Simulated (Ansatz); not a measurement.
**Ga: pressure against volume**

The task here is to estimate one member of a computed series from the others.

Program: Ansatz 0.2.0. Level of theory: DFT PBE, scalar-relativistic. These are calculated values, not measurements.

## The starting structure

Symmetry: Cmcm, No. 63, orthorhombic system. Conventional cell: a = 2.900 Å, b = 8.130 Å, c = 3.170 Å, α = 90.00°, β = 90.00°, γ = 90.00°. Ga (site symmetry m2m) has 8 Ga at 2.68 to 2.90 Å as nearest neighbours.

Structure file:

```xyz
2
Lattice="1.4500 -4.0650 0.0000 1.4500 4.0650 0.0000 0.0000 0.0000 3.1700" Properties=species:S:1:pos:R:3 pbc="T T T"
Ga    1.4500   -2.9837    0.7925
Ga    1.4500    2.9837    2.3775
```

The structure is an experimental refinement, used without relaxation.

Atoms are numbered in the order of the input: Ga1, Ga2.

The first run:

File input.yaml:

```yaml
crystal:
  lattice:
    - [1.4206516569, -3.9827234383, 0.0]
    - [1.4206516569, 3.9827234383, 0.0]
    - [0.0, 0.0, 3.10583845]
  atoms:
    - { symbol: Ga, position: [0.867, 0.133, 0.25] }
    - { symbol: Ga, position: [0.133, 0.867, 0.75] }
kpoints:
  mp_grid: { grid: [15, 15, 13] }
scf:
  occupations: { method: fermi_dirac, width: 0.05 }
hamiltonian:
  xc: pbe
  pseudopotentials: { kind: all_electron, lapw: { basis_error: 0.00025 } }
output:
  forces: true
  stress: true
  eigenvalues: true
```

The run is started by

```console
$ ansatz run input.yaml --threads 1 --pin off --max-ram 2048MiB --backend cpu --events-out ev --progress --plain --runs-dir out
```

Among the steps run: Volume × 0.9405, LAPW; Volume × 0.9405, PAW; Volume × 0.9405, crystal datasets; Volume × 0.98, LAPW; Volume × 0.98, PAW; Volume × 1.02, LAPW; Volume × 1.02, PAW; Volume × 1.06, LAPW; Volume × 1.06, PAW; Volume × 1.06, crystal datasets.

One of the session's tables, all rows but one given; the rest of the session is left out.

| method | volume (Å³/atom) | pressure (GPa) | largest force (eV/Å) |
| --- | --- | --- | --- |
| LAPW | 17.573 | 5.54 | 0.232 |
| LAPW | 18.311 | 2.74 | 0.210 |
| LAPW | 18.685 | 1.57 | 0.199 |
| LAPW | 19.058 | 0.54 | 0.187 |
| LAPW | 19.806 | -1.17 | 0.164 |
| PAW | 17.573 | 5.51 | 0.232 |
| PAW | 18.311 | 2.71 | 0.210 |
| PAW | 18.685 | 1.55 | 0.199 |
| PAW | 19.058 | 0.52 | 0.188 |
| PAW | 19.806 | ? | ? |
| crystal datasets | 17.573 | 5.54 | 0.232 |
| crystal datasets | 18.685 | 1.57 | 0.199 |
| crystal datasets | 19.806 | -1.17 | 0.164 |

**Question.** Estimate the row for PAW, 19.806.

**Answer.** pressure (GPa): -1.19; largest force (eV/Å): 0.164. In the column «pressure (GPa)» it is the lowest.

To keep in mind: Shape and positions are held, so a fully relaxed modulus can be lower. Warnings in the runs' records: crystal datasets made.
